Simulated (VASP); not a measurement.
# BaO (Fm-3m) in VASP: notebook

The runs below take BaO through band structure, with PBE.

Everything below comes from runs of VASP 6.6.1. Logs are shortened: lines on timing, memory, paths and dates and some standing lists are left out, and cuts for length are marked.

## Step 1: The structure

Symmetry: Fm-3m, No. 225, cubic system. Conventional cell: a = 5.561 Å, b = 5.561 Å, c = 5.561 Å, α = 90.00°, β = 90.00°, γ = 90.00°. Ba (site symmetry m-3m) has 6 O at 2.78 Å as nearest neighbours. Around O (site symmetry m-3m) lie 6 Ba at 2.78 Å.

The cell was built by a generator and needn't be a form met in nature.

## Step 2: Band structure, PBE, non-collinear spin, zero start, spin-orbit coupling

INCAR

```
SYSTEM = BaO
ALGO = Normal
EDIFF = 1E-6
ENCUT = 520
GGA = PE
GGA_COMPAT = .FALSE.
ISIF = 2
ISMEAR = 0
KPAR = 4
LASPH = .TRUE.
LCHARG = .FALSE.
LORBIT = 11
LREAL = .FALSE.
LSORBIT = .TRUE.
LWAVE = .FALSE.
MAGMOM = 0 0 0 0 0 0
NBANDS = 28
NELM = 100
PREC = Accurate
SIGMA = 0.02
```

KPOINTS

```
k-points
0
G
  8 8 8
  0 0 0
```

POSCAR

```
BaO                                     
1.0
    0.0000000000      2.7806926973      2.7806926973
    2.7806926973      0.0000000000      2.7806926973
    2.7806926973      2.7806926973      0.0000000000
  Ba              O             
     1     1
Direct
     0.0000000000000000    0.0000000000000000    0.0000000000000000
     0.5000000000000000    0.5000000000000000    0.5000000000000000
```

KPOINTS_OPT

```
path GXWKGLUWLK,UX
10
line-mode
reciprocal
 0.0000000000  0.0000000000  0.0000000000  G
 0.5000000000  0.0000000000  0.5000000000  X

 0.5000000000  0.0000000000  0.5000000000  X
 0.5000000000  0.2500000000  0.7500000000  W

 0.5000000000  0.2500000000  0.7500000000  W
 0.3750000000  0.3750000000  0.7500000000  K

 0.3750000000  0.3750000000  0.7500000000  K
 0.0000000000  0.0000000000  0.0000000000  G

 0.0000000000  0.0000000000  0.0000000000  G
 0.5000000000  0.5000000000  0.5000000000  L

 0.5000000000  0.5000000000  0.5000000000  L
 0.6250000000  0.2500000000  0.6250000000  U

 0.6250000000  0.2500000000  0.6250000000  U
 0.5000000000  0.2500000000  0.7500000000  W

 0.5000000000  0.2500000000  0.7500000000  W
 0.5000000000  0.5000000000  0.5000000000  L

 0.5000000000  0.5000000000  0.5000000000  L
 0.3750000000  0.3750000000  0.7500000000  K

 0.6250000000  0.2500000000  0.6250000000  U
 0.5000000000  0.0000000000  0.5000000000  X
```

Potentials or basis: VASP PAW PBE potentials, release 64 (Ba_sv, O).

Run with:

```bash
cat potpaw_PBE.64/Ba_sv/POTCAR potpaw_PBE.64/O/POTCAR > POTCAR
mpirun -np 4 vasp_ncl > vasp.out
```

OUTCAR:

```text
SYSTEM = BaO
   EDIFF = 1E-6
   ENCUT = 520
   GGA = PE
   ISIF = 2
   ISMEAR = 0
   LASPH = .TRUE.
   LORBIT = 11
   LREAL = .FALSE.
   LSORBIT = .TRUE.
   NELM = 100
   PREC = Accurate

 ion  position               nearest neighbor table
   1  0.000  0.000  0.000-   2 2.78   2 2.78   2 2.78   2 2.78   2 2.78   2 2.78
   2  0.500  0.500  0.500-   1 2.78   1 2.78   1 2.78   1 2.78   1 2.78   1 2.78

  LATTYP: Found a face centered cubic cell.
 ALAT       =     5.5613853946

  Lattice vectors:

 A1 = (   0.0000000000,   2.7806926973,   2.7806926973)
 A2 = (   2.7806926973,   0.0000000000,   2.7806926973)
 A3 = (   2.7806926973,   2.7806926973,   0.0000000000)

Analysis of symmetry for initial positions (statically):
=====================================================================
 Subroutine PRICEL returns:
 Original cell was already a primitive cell.

 Routine SETGRP: Setting up the symmetry group for a
 face centered cubic supercell.

 Subroutine GETGRP returns: Found 48 space group operations
 (whereof 48 operations were pure point group operations)
 out of a pool of 48 trial point group operations.

The static configuration has the point symmetry O_h .

Analysis of symmetry for dynamics (positions and initial velocities):
=====================================================================
 Subroutine PRICEL returns:
 Original cell was already a primitive cell.

 Routine SETGRP: Setting up the symmetry group for a
 face centered cubic supercell.

 Subroutine GETGRP returns: Found 48 space group operations
 (whereof 48 operations were pure point group operations)
 out of a pool of 48 trial point group operations.

The dynamic configuration has the point symmetry O_h .

Analysis of structural, dynamic, and magnetic symmetry:
=====================================================================
 Subroutine PRICEL returns:
 Original cell was already a primitive cell.

 Routine SETGRP: Setting up the symmetry group for a
 face centered cubic supercell.

 Subroutine GETGRP returns: Found 48 space group operations
 (whereof 48 operations were pure point group operations)
 out of a pool of 48 trial point group operations.

The overall configuration has the point symmetry O_h .

 Subroutine INISYM returns: Found 48 space group operations
 (whereof 48 operations are pure point group operations),
 and found     1 'primitive' translations

----------------------------------------------------------------------------------------

                                     Primitive cell

  volume of cell :      43.0020

  direct lattice vectors                    reciprocal lattice vectors
     0.000000000  2.780692697  2.780692697    -0.179811311  0.179811311  0.179811311
     2.780692697  0.000000000  2.780692697     0.179811311 -0.179811311  0.179811311
     2.780692697  2.780692697  0.000000000     0.179811311  0.179811311 -0.179811311

  length of vectors
     3.932493325  3.932493325  3.932493325     0.311442327  0.311442327  0.311442327

  position of ions in fractional coordinates (direct lattice)
     0.000000000  0.000000000  0.000000000
     0.500000000  0.500000000  0.500000000

  ion indices of the primitive-cell ions
   primitive index   ion index
                 1           1
                 2           2

----------------------------------------------------------------------------------------

 KPOINTS: k-points

Automatic generation of k-mesh.
 Grid dimensions read from file:
 generate k-points for:    8    8    8

 Generating k-lattice:

  Cartesian coordinates                     Fractional coordinates (reciprocal lattice)
    -0.022476414  0.022476414  0.022476414     0.125000000  0.000000000  0.000000000
     0.022476414 -0.022476414  0.022476414     0.000000000  0.125000000  0.000000000
     0.022476414  0.022476414 -0.022476414     0.000000000  0.000000000  0.125000000
[... 78 lines left out ...]
  volume/ion in A,a.u.               =      21.50       145.10
  Fermi-wavevector in a.u.,A,eV,Ry     =   1.177475  2.225106 18.863774  1.386448
  Thomas-Fermi vector in A             =   2.313821
   LORBIT       =     11    0 simple, 1 ext, 2 COOP (PROOUT), +10 PAW based schemes
   GGA     = PE    functional components
   LHFCALC =     F    Hartree Fock is set to
   AEXX    =    0.0000 exact exchange contribution
   IVDW    =     0    specifies the selected vdW correction
   LEPSILON=     F    determine dielectric tensor
   LRPA    =     F    only Hartree local field effects (RPA)
 Gauss-broadening in eV      SIGMA  =   0.02
  energy-cutoff  :      520.00
  volume of cell :       43.00
 maximum number of plane-waves:      2348
 NGX is ok and might be reduce to    30
   NGX = 15   NGY = 15   NGZ = 15

 number of electron      16.0000000 magnetization       0.0000000      0.0000000      0.0000000

 number of electron      16.0000000 magnetization      -0.0000000      0.0000000      0.0000000

 number of electron      16.0000000 magnetization       0.0000000     -0.0000000     -0.0000000

 Free energy of the ion-electron system (eV)
  ---------------------------------------------------
  ext. energy  EPLUGINS =         0.00000000
  ---------------------------------------------------
  free energy    TOTEN  =       -11.99637297 eV

  energy without entropy =      -11.99637297  energy(sigma->0) =      -11.99637297

 E-fermi :   1.9635     XC(G=0):  -9.5667

 val. band max:        1.8514321131   @ k =   0.5000   0.5000   0.0000
 cond. band min:       3.8032623931   @ k =   0.5000   0.5000   0.0000
 fundamental gap:      1.9518302801
 Fermi energy:         1.9635347773

 k-point     1 :       0.0000    0.0000    0.0000
  band No.  band energies     occupation
      1     -24.1221      1.00000
      2     -24.1221      1.00000
      3     -13.1896      1.00000
      4     -13.1896      1.00000
      5     -10.0473      1.00000
      6     -10.0473      1.00000
[... 733 lines left out ...]
     27      13.4505      0.00000
     28      13.4506      0.00000

 [... further k-points ...]

------------------------ aborting loop because EDIFF is reached ----------------------------------------

  FORCE on cell =-STRESS in cart. coord.  units (eV):
  Direction    XX          YY          ZZ          XY          YZ          ZX
  --------------------------------------------------------------------------------------
  -------------------------------------------------------------------------------------
  Total        0.5549788      0.5549788      0.5549788      0.0000000      0.0000000      0.0000000
  in kB       20.6774989     20.6774989     20.6774989      0.0000000      0.0000000      0.0000000
  external PRESSURE =      20.6774989 kB  Pullay stress =       0.0000000 kB

 VOLUME and BASIS-vectors are now :
 -----------------------------------------------------------------------------
  energy-cutoff  :      520.00
  volume of cell :       43.00
      direct lattice vectors                 reciprocal lattice vectors
     0.000000000  2.780692697  2.780692697    -0.179811311  0.179811311  0.179811311
     2.780692697  0.000000000  2.780692697     0.179811311 -0.179811311  0.179811311
     2.780692697  2.780692697  0.000000000     0.179811311  0.179811311 -0.179811311

 POSITION                                       TOTAL-FORCE (eV/Angst)
 -----------------------------------------------------------------------------------
      0.00000      0.00000      0.00000         0.000000      0.000000     -0.000000
      2.78069      2.78069      2.78069         0.000000      0.000000      0.000000
 -----------------------------------------------------------------------------------
    total drift:                                0.000000      0.000000      0.000000

  FREE ENERGIE OF THE ION-ELECTRON SYSTEM (eV)
  ---------------------------------------------------
  free  energy   TOTEN  =       -11.9963729705 eV

  energy  without entropy=      -11.9963729705  energy(sigma->0) =      -11.99637297

 Spin-Orbit-Coupling matrix elements

 Ion:    1  E_soc:     -0.3905332
 l=   1
     0.0000000    -0.0649021    -0.0649021
    -0.0649021     0.0000000    -0.0649021
    -0.0649021    -0.0649021     0.0000000
 l=   2
     0.0000000    -0.0000130     0.0000000    -0.0000130    -0.0001738
    -0.0000130     0.0000000    -0.0001304    -0.0000130    -0.0000435
     0.0000000    -0.0001304     0.0000000    -0.0001304     0.0000000
    -0.0000130    -0.0000130    -0.0001304     0.0000000    -0.0000435
    -0.0001738    -0.0000435     0.0000000    -0.0000435     0.0000000
 l=   3
     0.0000000     0.0000000     0.0000000     0.0000000     0.0000000     0.0000000     0.0000000
     0.0000000     0.0000000     0.0000000     0.0000000     0.0000000     0.0000000     0.0000000
     0.0000000     0.0000000     0.0000000     0.0000000     0.0000000     0.0000000     0.0000000
     0.0000000     0.0000000     0.0000000     0.0000000     0.0000000     0.0000000     0.0000000
     0.0000000     0.0000000     0.0000000     0.0000000     0.0000000     0.0000000     0.0000000
     0.0000000     0.0000000     0.0000000     0.0000000     0.0000000     0.0000000     0.0000000
     0.0000000     0.0000000     0.0000000     0.0000000     0.0000000     0.0000000     0.0000000

 Ion:    2  E_soc:     -0.0005478
 l=   1
     0.0000000    -0.0000913    -0.0000913
    -0.0000913     0.0000000    -0.0000913
    -0.0000913    -0.0000913     0.0000000
 l=   2
     0.0000000     0.0000000     0.0000000     0.0000000     0.0000000
     0.0000000     0.0000000     0.0000000     0.0000000     0.0000000
     0.0000000     0.0000000     0.0000000     0.0000000     0.0000000
     0.0000000     0.0000000     0.0000000     0.0000000     0.0000000
     0.0000000     0.0000000     0.0000000     0.0000000     0.0000000
 l=   3
     0.0000000     0.0000000     0.0000000     0.0000000     0.0000000     0.0000000     0.0000000
     0.0000000     0.0000000     0.0000000     0.0000000     0.0000000     0.0000000     0.0000000
     0.0000000     0.0000000     0.0000000     0.0000000     0.0000000     0.0000000     0.0000000
     0.0000000     0.0000000     0.0000000     0.0000000     0.0000000     0.0000000     0.0000000
     0.0000000     0.0000000     0.0000000     0.0000000     0.0000000     0.0000000     0.0000000
     0.0000000     0.0000000     0.0000000     0.0000000     0.0000000     0.0000000     0.0000000
     0.0000000     0.0000000     0.0000000     0.0000000     0.0000000     0.0000000     0.0000000

 total charge

# of ion       s       p       d       tot
------------------------------------------
    1        2.016   5.624   0.333   7.973
    2        1.559   3.375   0.000   4.934
--------------------------------------------------
tot          3.575   8.999   0.333  12.907

 magnetization (x)

# of ion       s       p       d       tot
------------------------------------------
    1       -0.000   0.000  -0.000  -0.000
    2        0.000   0.000   0.000   0.000
--------------------------------------------------
tot         -0.000   0.000  -0.000   0.000

 magnetization (y)

# of ion       s       p       d       tot
------------------------------------------
    1       -0.000  -0.000   0.000  -0.000
    2       -0.000  -0.000   0.000  -0.000
--------------------------------------------------
tot         -0.000  -0.000   0.000  -0.000

 magnetization (z)

# of ion       s       p       d       tot
------------------------------------------
    1       -0.000   0.000  -0.000  -0.000
    2        0.000   0.000   0.000   0.000
--------------------------------------------------
tot         -0.000   0.000  -0.000   0.000
```

Wall time 38 s (4 MPI ranks of Intel Xeon Platinum 8559C (Emerald Rapids), shared host); peak memory 0.31 GiB.

What came out:

| Property | Result |
| --- | --- |
| Free energy | -11.9964 eV |
| Pressure | 2.1 GPa |
| Net moment | 0.00 μB per cell |
| Valence electrons inside the program's atomic spheres | Ba 7.97; O 4.93 |

Moments on the atoms (μB; x, y, z):
```
Ba  0.00 0.00 0.00
O   0.00 0.00 0.00
```

## Step 3: Band structure, PBE

INCAR

```
SYSTEM = BaO
ALGO = Normal
EDIFF = 1E-6
ENCUT = 520
GGA = PE
ISIF = 2
ISMEAR = 0
KPAR = 4
LASPH = .TRUE.
LCHARG = .FALSE.
LREAL = .FALSE.
LWAVE = .FALSE.
NBANDS = 15
NELM = 100
PREC = Accurate
SIGMA = 0.02
```

KPOINTS is that of step 2.

POSCAR is that of step 2.

KPOINTS_OPT is that of step 2.

Potentials or basis: VASP PAW PBE potentials, release 64 (Ba_sv, O).

Run with:

```bash
cat potpaw_PBE.64/Ba_sv/POTCAR potpaw_PBE.64/O/POTCAR > POTCAR
mpirun -np 4 vasp_std > vasp.out
```

Wall time 12 s (4 MPI ranks of Intel Xeon Platinum 8559C (Emerald Rapids), shared host); peak memory 0.17 GiB.

The run converged. Its results:

| Item | Value |
| --- | --- |
| Free energy | -11.8012 eV |
| Pressure | 2.1 GPa |
| Band gap on the k mesh | 2.02 eV, direct |
| Band gap along the path | 2.01 eV, direct |

Levels at the corners of the path, in eV from the valence-band top:
```tsv
point	band 5	band 6	band 7	band 8	band 9	band 10	band 11	band 12
Γ	-10.45	-0.31	-0.31	-0.31	3.49	4.69	4.69	4.69
X	-11.01	-0.14	-0.14	0.00	2.01	5.92	8.83	9.32
X	-11.01	-0.14	-0.14	0.00	2.01	5.92	8.83	9.32
W	-10.52	-1.28	-0.20	-0.20	4.61	4.61	6.79	9.67
W	-10.52	-1.28	-0.20	-0.20	4.61	4.61	6.79	9.67
K	-10.86	-0.90	-0.71	-0.14	3.44	6.53	6.93	8.56
K	-10.86	-0.90	-0.71	-0.14	3.44	6.53	6.93	8.56
Γ	-10.45	-0.31	-0.31	-0.31	3.49	4.69	4.69	4.69
Γ	-10.45	-0.31	-0.31	-0.31	3.49	4.69	4.69	4.69
L	-10.57	-1.95	-1.42	-1.42	4.91	7.12	7.12	8.12
L	-10.57	-1.95	-1.42	-1.42	4.91	7.12	7.12	8.12
U	-10.86	-0.90	-0.71	-0.14	3.44	6.53	6.93	8.56
U	-10.86	-0.90	-0.71	-0.14	3.44	6.53	6.93	8.56
W	-10.52	-1.28	-0.20	-0.20	4.61	4.61	6.79	9.67
W	-10.52	-1.28	-0.20	-0.20	4.61	4.61	6.79	9.67
L	-10.57	-1.95	-1.42	-1.42	4.91	7.12	7.12	8.12
L	-10.57	-1.95	-1.42	-1.42	4.91	7.12	7.12	8.12
K	-10.86	-0.90	-0.71	-0.14	3.44	6.53	6.93	8.56
U	-10.86	-0.90	-0.71	-0.14	3.44	6.53	6.93	8.56
X	-11.01	-0.14	-0.14	0.00	2.01	5.92	8.83	9.32
```

Caveat: spin-orbit coupling is left out, which moves the levels of the heavy elements. A hybrid or GW would open this gap; PBE tends to underestimate it.
